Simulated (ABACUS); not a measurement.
# NaH (Fm-3m) in ABACUS: further runs

One crystal, NaH, is run at these levels: PBE; tasks: single point.

All numbers are computed with ABACUS 3.10.1; they aren't measurements. Logs are shortened: lines on timing, memory, paths and dates and some standing lists are left out, and cuts for length are marked.

### Step 1. Starting point

The structure is cubic, space group Fm-3m (No. 225). The conventional cell has a = 4.880 Å, b = 4.880 Å, c = 4.880 Å, α = 90.00°, β = 90.00°, γ = 90.00°. Around Na (site symmetry m-3m) lie 6 H at 2.44 Å. Around H (site symmetry m-3m) lie 6 Na at 2.44 Å.

### Step 2. Single point, PBE

INPUT

```
INPUT_PARAMETERS
suffix              NaH
calculation         scf
basis_type          lcao
pseudo_dir          ./
orbital_dir         ./
symmetry            1
dft_functional      pbe
ecutwfc             100
pseudo_rcut         10
nspin               1
nbands              9
ks_solver           genelpa
smearing_method     fd
smearing_sigma      0.00367493
scf_thr             1e-07
scf_nmax            100
mixing_type         broyden
mixing_beta         0.7
cal_force           1
cal_stress          1
out_mul             1
```

STRU

```
ATOMIC_SPECIES
Na 22.9898 Na.upf
H 1.0080 H.upf

NUMERICAL_ORBITAL
Na_confined-atom_9au_3s2p1d.orb
H_confined-atom_6au_2s1p.orb

LATTICE_CONSTANT
1.8897261246

LATTICE_VECTORS
0.0000000000 2.4400000000 2.4400000000
2.4400000000 0.0000000000 2.4400000000
2.4400000000 2.4400000000 0.0000000000

ATOMIC_POSITIONS
Direct

Na
0.0
1
0.0000000000 0.0000000000 0.0000000000 1 1 1

H
0.0
1
0.5000000000 0.5000000000 0.5000000000 1 1 1
```

KPT

```
K_POINTS
0
Gamma
9 9 9 0 0 0
```

Potentials or basis: PseudoDojo NC SR 0.4.1 PBE standard, DZP LCAO (the cutoffs set its grid).

On the command line:

```sh
$ OMP_NUM_THREADS=1 mpirun -np 4 abacus > log
```

running log:

```text
ABACUS v3.10.1

               Atomic-orbital Based Ab-initio Computation at UStc

 ------------------------------------------------------------------------------------

 READING GENERAL INFORMATION
                           global_out_dir = OUT.NaH/
                           global_in_card = INPUT
                               pseudo_dir = ./
                              orbital_dir = ./
                                    DSIZE = 4
                                    GSIZE = 1
[... 5 lines left out ...]

 READING ATOM TYPE 1
                               atom label = Na
                      L=0, number of zeta = 3
                      L=1, number of zeta = 2
                      L=2, number of zeta = 1
             number of atom for this type = 1

 READING ATOM TYPE 2
                               atom label = H
                      L=0, number of zeta = 2
                      L=1, number of zeta = 1
             number of atom for this type = 1

                        TOTAL ATOM NUMBER = 2
DIRECT COORDINATES
    atom                   x                   y                   z     mag                  vx                  vy                  vz
taud_Na1            0.0000000000        0.0000000000        0.0000000000  0.0000        0.0000000000        0.0000000000        0.0000000000
taud_H1            0.5000000000        0.5000000000        0.5000000000  0.0000        0.0000000000        0.0000000000        0.0000000000

                          Volume (Bohr^3) = 196.063
                             Volume (A^3) = 29.0535

 Lattice vectors: (Cartesian coordinate: in unit of a_0)
                   +0               +2.44               +2.44
                +2.44                  +0               +2.44
                +2.44               +2.44                  +0
 Reciprocal vectors: (Cartesian coordinate: in unit of 2 pi/a_0)
            -0.204918           +0.204918           +0.204918
            +0.204918           -0.204918           +0.204918
            +0.204918           +0.204918           -0.204918
 The esolver type has been set to : ksdft_lcao

                PAO radial cut off (Bohr) = 10

 Read in pseudopotential file is Na.upf
                     pseudopotential type = NC
          exchange-correlation functional = PBE
                 nonlocal core correction = 0
                        valence electrons = 9
                                     lmax = 1
                           number of zeta = 3
                     number of projectors = 4
                           L of projector = 0
                           L of projector = 0
                           L of projector = 1
                           L of projector = 1
                PAO radial cut off (Bohr) = 10

 Read in pseudopotential file is H.upf
                     pseudopotential type = NC
          exchange-correlation functional = PBE
                 nonlocal core correction = 0
                        valence electrons = 1
                                     lmax = 1
                           number of zeta = 1
                     number of projectors = 3
                           L of projector = 0
                           L of projector = 0
                           L of projector = 1
     initial pseudo atomic orbital number = 6

 SETUP THE ELECTRONS NUMBER
            electron number of element Na = 9
      total electron number of element Na = 9
             electron number of element H = 1
       total electron number of element H = 1
            AUTOSET number of electrons:  = 10
                           occupied bands = 5
                                   NLOCAL = 19
                                   NBANDS = 9
                                   NBANDS = 9
                                   NLOCAL = 19

%%%%%%%%%%%%%%%%%%%%%%%%%%%%%%%%%%%%%%%%%%%%%%%%%%%%%%%%%%%%%%%%%%%%%%%%%%%%%%%%%%%%%%%%%%%%%%%%%%%%%%%%%%
 Warning: the number of valence electrons in pseudopotential > 1 for Na: [Ne] 3s1
 Pseudopotentials with additional electrons can yield (more) accurate outcomes, but may be less efficient.
 If you're confident that your chosen pseudopotential is appropriate, you can safely ignore this warning.
%%%%%%%%%%%%%%%%%%%%%%%%%%%%%%%%%%%%%%%%%%%%%%%%%%%%%%%%%%%%%%%%%%%%%%%%%%%%%%%%%%%%%%%%%%%%%%%%%%%%%%%%%%

 SETUP THE PLANE WAVE BASIS
 energy cutoff for charge/potential (unit:Ry) = 400
            fft grid for charge/potential = [ 45, 45, 45 ]
                        fft grid division = [ 3, 3, 3 ]
[... 65 lines left out ...]
                       right hand lattice = 1
(for k-lattice: )
                             BRAVAIS TYPE = 2
                     BRAVAIS LATTICE NAME = 02. Cubic I (body-centered)
                                    ibrav = 2
                       right hand lattice = 1
                        ROTATION MATRICES = 48
                               nkstot_ibz = 35
K-POINTS REDUCTION ACCORDING TO SYMMETRY
     IBZ    DIRECT_X    DIRECT_Y    DIRECT_Z  WEIGHT  ibz2bz
       1  0.00000000  0.00000000  0.00000000  0.0014       0
       2  0.11111111  0.11111111  0.11111111  0.0110       1
       3  0.22222222  0.22222222  0.22222222  0.0110       2
       4  0.33333333  0.33333333  0.33333333  0.0110       3
       5  0.44444444  0.44444444  0.44444444  0.0110       4
       6  0.11111111  0.11111111  0.00000000  0.0082      10
[... 22 lines left out ...]
      29  0.44444444  0.33333333  0.11111111  0.0329     112
      30 -0.44444444  0.44444444  0.22222222  0.0658     113
[... 5 further k points ...]

                               nkstot now = 35
[... K-POINTS DIRECT COORDINATES: 35 rows ...]

           k-point number in this process = 35
       minimum distributed K point number = 35
[... stars of the k points ...]

[... K-POINTS CARTESIAN COORDINATES: 35 rows ...]

[... K-POINTS DIRECT COORDINATES: 35 rows ...]

 SETUP PLANE WAVES FOR WAVE FUNCTIONS
     energy cutoff for wavefunc (unit:Ry) = 100
              fft grid for wave functions = [ 45, 45, 45 ]
                    number of plane waves = 4477
                         number of sticks = 361

 PARALLEL PW FOR WAVE FUNCTIONS
     PROC   COLUMNS(POT)             PW
        1             91           1120
        2             90           1118
        3             90           1119
        4             90           1120
 --------------- sum -------------------
        4            361           4477

 SET NONLOCAL PSEUDOPOTENTIAL PROJECTORS
 SET NONLOCAL PSEUDOPOTENTIAL PROJECTORS
 max number of nonlocal projetors among all species is 4

 -------------------------------------------
 SELF-CONSISTENT
 -------------------------------------------

 SETUP SEARCHING RADIUS FOR PROGRAM TO SEARCH ADJACENT ATOMS
                  longest orb rcut (Bohr) = 9
   longest nonlocal projector rcut (Bohr) = 1.58
                     search radius (Bohr) = 21.2
              searching radius is (Bohr)) = 21.2
         searching radius unit is (Bohr)) = 1.89
                         PeriodicBoundary = 1
                        Radius(unit:lat0) = 11.2
                                   glayer = [ 5, 5, 5 ]
                             glayer_minus = [ 4, 4, 4 ]

Find the coordinate range of the input atom(unit:lat0).
                                  min_tau = [ -19.5, -19.5, -19.5 ]
                                  max_tau = [ 22, 22, 22 ]
                                BoxNumber = [ 9, 9, 9 ]

 SETUP EXTENDED REAL SPACE GRID FOR GRID INTEGRATION
                          real space grid = [ 45, 45, 45 ]
                 big cell numbers in grid = [ 15, 15, 15 ]
             meshcell numbers in big cell = [ 3, 3, 3 ]
                        extended fft grid = [ 26, 26, 26 ]
                dimension of extened grid = [ 68, 68, 68 ]
                            UnitCellTotal = 125
              Atom number in sub-FFT-grid = 2
    Local orbitals number in sub-FFT-grid = 19
                                ParaV.nnr = 10260
                                 init_chg = atomic

 LCAO ALGORITHM --------------- ION=   1  ELEC=   1--------------------------------

 Density error is 0.0871773260277
----------------------------------------------------------
     Energy           Rydberg                 eV
----------------------------------------------------------
 E_KohnSham     -92.6113193257       -1260.0416421264
 E_Harris       -93.4829597771       -1271.9009188737
 E_Fermi        0.0545488090         0.7421746212
----------------------------------------------------------
[... 69 lines left out ...]
 Density error is 2.68943649246e-08
----------------------------------------------------------
     Energy           Rydberg                 eV
----------------------------------------------------------
 E_KohnSham     -92.6210298507       -1260.1737605979
 E_KS(sigma->0) -92.6210298507       -1260.1737605979
 E_Harris       -92.6210299383       -1260.1737617899
 E_band         -16.9066109544       -230.0262428489
 E_one_elec     -72.3687550284       -984.6274255525
 E_Hartree      37.1215599277        505.0647336653
 E_xc           -14.4786127033       -196.9916318997
 E_Ewald        -42.8952220467       -583.6194368110
 E_entropy(-TS) -0.0000000000        -0.0000000000
 E_descf        0.0000000000         0.0000000000
 E_exx          0.0000000000         0.0000000000
 E_Fermi        0.2278652499         3.1002657751
----------------------------------------------------------

 charge density convergence is achieved
 final etot is -1260.1737606 eV
 EFERMI = 3.1002657751 eV

 STATE ENERGY(eV) AND OCCUPATIONS    NSPIN == 1
 1/35 kpoint (Cartesian) = 0.0000 0.0000 0.0000 (821 pws)
       1       -49.6935     0.00274348
       2       -21.5910     0.00274348
       3       -21.5910     0.00274348
       4       -21.5910     0.00274348
       5       -2.90993     0.00274348
       6        10.9038    4.54202e-71
       7        16.8939        0.00000
       8        16.8939        0.00000
       9        16.8939        0.00000
[... 45 lines left out ...]
 6/35 kpoint (Cartesian) = 0.0000 0.0000 0.045537 (828 pws)
       1       -49.6926      0.0164609
       2       -21.6007      0.0164609
       3       -21.5944      0.0164609
       4       -21.5944      0.0164609
       5       -2.63535      0.0164609
       6        10.1384    1.21366e-63
       7        15.3811        0.00000
       8        15.3811        0.00000
       9        17.8105        0.00000

[... levels at 29 further k points ...]

 correction force for each atom along direction 1 is -2.73595e-15
 correction force for each atom along direction 2 is -2.52551e-14
 correction force for each atom along direction 3 is 2.06862e-14
------------------------------------------------------------------------------------------
 TOTAL-FORCE (eV/Angstrom)
------------------------------------------------------------------------------------------
                       Na1         0.0000000000         0.0000000000         0.0000000000
                        H1         0.0000000000         0.0000000000         0.0000000000
------------------------------------------------------------------------------------------

----------------------------------------------------------------
 TOTAL-STRESS (KBAR)
----------------------------------------------------------------
        -6.9848874575         0.0000000000        -0.0000000000
        -0.0000000000        -6.9848874575        -0.0000000000
        -0.0000000000         0.0000000000        -6.9848874575
----------------------------------------------------------------
 TOTAL-PRESSURE: -6.984887 KBAR

 --------------------------------------------
 !FINAL_ETOT_IS -1260.1737605978617012 eV
 --------------------------------------------
```

Wall time 5.5 s (4 MPI ranks of AMD EPYC 7B13 (Zen 3), shared host); peak memory 0.36 GiB.

What came out:

```
Free energy            : -1260.1738 eV
Pressure               : -0.7 GPa
Band gap on the k mesh : 4.02 eV, indirect (least direct gap 4.75 eV)
Mulliken charges       : Na +0.34; H -0.34 e
```

Levels at points of the mesh, in eV from the valence-band top:
```
           k point  band 2  band 3  band 4  band 5  band 6  band 7  band 8  band 9
(0.00, 0.00, 0.00)  -22.19  -22.19  -22.19   -3.51   10.30   16.29   16.29   16.29
```

Caveat: the atomic orbitals were generated for these runs and aren't a published set; Mulliken charges move with the basis; an odd mesh through Γ misses points on the zone boundary, where band edges often lie; the basis of atomic orbitals isn't converged, which shifts pressures, moduli and gaps.

### Step 3. Single point, PBE (atoms moved at random, drawn with an rms of 0.05 Å)

INPUT, as its differences from that of step 2:

```diff
@@ -22 +22,4 @@
 out_mul             1
+out_chg             1
+out_pot             2
+out_elf             1
```

STRU, as its differences from that of step 2:

```diff
@@ -22,3 +22,3 @@
 1
-0.0000000000 0.0000000000 0.0000000000 1 1 1
+-0.0125970000 0.0013660000 0.0060060000 1 1 1
 
@@ -27,2 +27,2 @@
 1
-0.5000000000 0.5000000000 0.5000000000 1 1 1
+0.5005580000 0.4984190000 0.5048660000 1 1 1
```

KPT is that of step 2.

Potentials or basis: PseudoDojo NC SR 0.4.1 PBE standard, DZP LCAO (the cutoffs set its grid).

On the command line:

```sh
$ OMP_NUM_THREADS=1 mpirun -np 4 abacus > log
```

It took 8.9 s on 4 MPI ranks of AMD EPYC 7B13 (Zen 3), shared host; peak memory 0.44 GiB.

Results (log left out):

| Quantity | Value |
| --- | --- |
| Free energy | -1260.1729 eV |
| Pressure | -0.7 GPa |
| Largest force | 0.032 eV/Å |
| Band gap on the k mesh | 4.02 eV, indirect (least direct gap 4.75 eV) |
| Mulliken charges | Na +0.34; H -0.34 e |

Forces in eV/Å, atoms in the order of the input:
```
Na  -0.008  0.023  0.020
H    0.008 -0.023 -0.020
```

Levels at points of the mesh, in eV from the valence-band top:
| k point | band 3 | band 4 | band 5 | band 6 | band 7 | band 8 |
| --- | --- | --- | --- | --- | --- | --- |
| (0.00, 0.00, 0.00) | -22.19 | -22.19 | -3.51 | 10.30 | 16.29 | 16.29 |

Caveat: the atomic orbitals were generated for these runs and aren't a published set; Mulliken charges move with the basis; an odd mesh through Γ misses points on the zone boundary, where band edges often lie; the basis of atomic orbitals isn't converged, which shifts pressures, moduli and gaps.

[end of part 1 of 2]
